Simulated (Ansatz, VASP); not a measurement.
## One calculation of InAs, two programs

The input INCAR:

```
PREC = Accurate
ENCUT = 520
EDIFF = 1E-7
ISMEAR = -1
SIGMA = 0.05
LREAL = False
LASPH = True
NELM = 80
ALGO = Normal
ISIF = 2
LWAVE = False
LCHARG = False
NBANDS = 16
```

File KPOINTS:

```
Automatic mesh
0
Gamma
  8 8 8
```

The input POSCAR:

```
InAs
1.0
    0.0000000000      3.0577150807      3.0577150807
    3.0577150807      0.0000000000      3.0577150807
    3.0577150807      3.0577150807      0.0000000000
In As
1 1
Direct
    0.0000000000      0.0000000000      0.0000000000
    0.7500000000      0.7500000000      0.7500000000
```

Contents of input.yaml:

```yaml
crystal:
  lattice:
    - [0.0, 3.0577150807, 3.0577150807]
    - [3.0577150807, 0.0, 3.0577150807]
    - [3.0577150807, 3.0577150807, 0.0]
  atoms:
    - { symbol: In, position: [0.0, 0.0, 0.0] }
    - { symbol: As, position: [0.75, 0.75, 0.75] }
kpoints:
  mp_grid: { grid: [8, 8, 8] }
scf:
  occupations: { method: fermi_dirac, width: 0.05 }
hamiltonian:
  xc: lda
  pseudopotentials: { kind: all_electron, lapw: { basis_error: 0.001 } }
output:
  forces: true
  stress: true
  eigenvalues: true
```

Change from the starting cell: volume scaled by 1.04.

Alike in both runs: task single point; functional LDA; k mesh 8 × 8 × 8; occupations fermi-dirac, width 0.05 eV; no spin polarisation.

|  | VASP | Ansatz |
| --- | --- | --- |
| version | VASP 6.6.1 | Ansatz 0.2.0 |
| potentials or method | VASP PAW LDA potentials, release 64 (In_d, As) | all-electron LAPW, scalar-relativistic |
| plane-wave cutoff (eV) | 520 | see its input |

|  | VASP | Ansatz | Ansatz less VASP |
| --- | --- | --- | --- |
| gap on the k mesh at the Fermi level (eV) | none | none | - |
| pressure (GPa) | -2.3 | -2.4 | -0.10 |

A gap of «none» marks a metal or a gap that the smearing closes. Ansatz ran all-electron here, so the differences hold the error of VASP's frozen core and of both bases.
